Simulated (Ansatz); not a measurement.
# Se: computed DOS

```
Se
1.0
     5.68100    3.27993    1.47633
    -5.68100    3.27993    1.47633
     0.00000   -6.55985    1.47633
Se
6
Direct
  0.28066 0.16251 0.91818
  0.91818 0.28066 0.16251
  0.16251 0.91818 0.28066
  0.71934 0.83749 0.08182
  0.08182 0.71934 0.83749
  0.83749 0.08182 0.71934
```

The cell is COD entry 9013138, as deposited and not checked against the literature; nothing was relaxed.

The calculation used Ansatz 0.2.0, DFT, PBEsol, all-electron LAPW, scalar-relativistic.

Settings: a Γ-centred 6×6×6 k mesh, Fermi–Dirac smearing of 0.01 eV, basis error target 1 meV/atom, no spin polarisation.

(1) Which of the resolved shells contributes most in the top eV of the valence band?

(2) Tabulate the density of states.

## Answers

(1) Se 4p, with 96 % of all states there; Se 4s follows with 2 %.

(2) States per eV and cell, averaged over 0.6 eV, from -5.8 to 3.6 eV, with energies (bin centres) from the valence-band top; empty bins are left out. The partial columns, the largest 2 alone, are projections on Löwdin-orthogonalised atomic shells (those that the program's projection atoms carry: the occupied ones and, for some elements, an empty d or f shell; other empty shells have no column), summed over atoms of an element. Weights on diffuse s and p shells depend on that basis and aren't pure angular character.
| E (eV) | total | Se 4p | Se 4s |
| --- | --- | --- | --- |
| -5.6 | 2.90 | 2.81 | 0.06 |
| -5.0 | 4.11 | 3.93 | 0.13 |
| -4.4 | 5.40 | 4.98 | 0.37 |
| -3.8 | 3.35 | 3.08 | 0.22 |
| -3.2 | 4.47 | 4.10 | 0.32 |
| -2.6 | 2.86 | 2.65 | 0.18 |
| -2.0 | 0.75 | 0.71 | 0.03 |
| -1.4 | 5.89 | 5.63 | 0.17 |
| -0.8 | 7.34 | 7.06 | 0.16 |
| -0.2 | 2.92 | 2.81 | 0.06 |
| 1.0 | 0.25 | 0.21 | 0.03 |
| 1.6 | 4.76 | 4.11 | 0.40 |
| 2.2 | 4.14 | 3.68 | 0.22 |
| 2.8 | 3.85 | 3.46 | 0.14 |
| 3.4 | 5.91 | 5.34 | 0.15 |
